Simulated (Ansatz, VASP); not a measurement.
**Hf in VASP and in Ansatz**

```
Hf
1.0
     4.97328    0.00000    0.00000
    -2.48664    4.30699    0.00000
     0.00000    0.00000    3.08434
Hf
3
Cartesian
  2.4866 4.3070 0.0000
  0.0000 2.8713 1.5422
  2.4866 1.4357 1.5422
```

Alike in both runs: task single point; functional RPBE; k mesh 8 × 8 × 11; occupations fermi-dirac, width 0.1 eV; no spin polarisation.

```csv
,VASP,Ansatz
version,VASP 6.6.1,Ansatz 0.2.0
potentials or method,"VASP PAW PBE potentials, release 64 (Hf_pv)","plane waves (420 eV) with PAW, scalar-relativistic"
plane-wave cutoff (eV),520,420
valence electrons in the cell,30,78
```

Ansatz gave:

* pressure (GPa): 4.5
* largest component of the traceless stress (GPa): 0.12

Question: What did VASP give for the same quantities?

Answer: Pressure (GPa): 4.0; largest component of the traceless stress (GPa): 0.23.

With one functional, cell and mesh, what is left measures potentials, basis and numerics. The two sets of potentials don't hold the same shells in valence.

Caveats: the PAW data sets were made with another functional, which shifts forces and pressure a little (VASP). Spin-orbit coupling is left out, which matters for the levels of Hf.
